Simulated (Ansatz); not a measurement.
# Si under changes of volume

One of the cells (20.126 Å³/atom); the others are scaled copies at fixed shape and fractional positions:

```
Si
1.0
     3.83132    0.00000    0.00000
    -1.91566    3.31802    0.00000
     0.00000    0.00000    6.33262
Si
4
Cartesian
  1.9157 1.1060 5.9336
  0.0000 2.2120 2.7673
  1.9157 1.1060 3.5653
  0.0000 2.2120 0.3990
```

This isn't the form of Si at room conditions, which is diamond.

| Property | Result |
| --- | --- |
| Program | Ansatz 0.2.0 |
| Functional | LDA |
| Potentials or basis | all-electron LAPW, scalar-relativistic |
| Cutoff | 197 eV (chosen from the basis error) |
| Basis error allowed | 0.002 eV/atom |
| k mesh | 8 × 8 × 4 |
| Occupations | fermi-dirac, width 0.05 eV |
| Spin | no spin polarisation |

```csv
volume (Å³/atom),energy over the lowest point (meV/atom),pressure (GPa),gap on the mesh (eV),largest force (eV/Å)
18.918,9.31,4.1,0.18,0.011
19.321,1.93,1.8,0.23,0.002
19.723,0.00,-0.2,0.28,0.007
20.126,2.98,-2.1,0.32,0.015
20.528,10.35,-3.7,0.36,0.023
20.931,21.67,-5.2,0.39,0.030
21.333,?,?,?,?
```

Question: What does the run at 21.333 Å³/atom give?

Answer: Energy over the lowest point 36.54 meV/atom; pressure -6.6 GPa; gap on the mesh 0.43 eV; largest force 0.036 eV/Å.

Worked out: A Birch-Murnaghan fit of order 3 (a polynomial in V^(-2/3)) to the other rows has its minimum at 19.67 Å³/atom with B0 = V·E''(V) = 96 GPa and B' = 4.3 at fixed shape and positions, which overstates the stiffness. It gives 36.51 meV/atom at 21.333 Å³/atom, against the run's 36.54, and -dE/dV = -6.6 GPa, against -6.6. A straight line through the other rows of the gap, of slope 2.09 eV per unit of ln V, extrapolates to 0.44 eV, against the run's 0.43.

Energies are extrapolated to zero smearing.

A mesh can miss the band edges.
